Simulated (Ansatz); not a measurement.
Here is an Ansatz 0.2.0 calculation.

Contents of input.yaml:

```yaml
crystal:
  lattice:
    - [2.55255061, 0.0, 0.0]
    - [0.0, 2.55255061, 0.0]
    - [0.0, 0.0, 2.55255061]
  atoms:
    - { symbol: Cu, position: [0.012894, 0.002747, -0.003667] }
    - { symbol: O, position: [0.483761, 0.502269, 0.500364] }
hamiltonian:
  xc: pbe
  pseudopotentials: { kind: paw }
kpoints:
  mp_grid: { grid: [10, 10, 10] }
scf:
  occupations: { method: fermi_dirac, width: 0.05 }
output:
  forces: true
  stress: true
  eigenvalues: true
  write_density: true
  write_potential: true
  elf: true
  volumetric_format: npy
```

Potentials or basis: Ansatz PAW.

Launch:

```sh
$ ansatz run input.yaml --threads 2 --pin off --max-ram 5632MiB --backend cpu --events-out ev --progress --plain --runs-dir out
```

Estimate the pressure.

21.4 GPa.

What does it give for the band gap on the k mesh?

None (metal or under the smearing width).

Predict the largest force.

0.182 eV/Å.

Forces on the atoms (eV/Å):
```
Cu  -0.180 -0.003  0.027
O    0.180  0.003 -0.027
```

Caveat: the pressure holds a Pulay correction of +0.9 GPa for the finite cutoff; an odd number of electrons without spin polarisation forces a metal; a magnetic or distorted state may lie lower; the run has no spin polarisation, though such a crystal can be magnetic; semilocal functionals often make such compounds metallic where correlation or magnetic order opens a gap, which also shifts bond lengths.
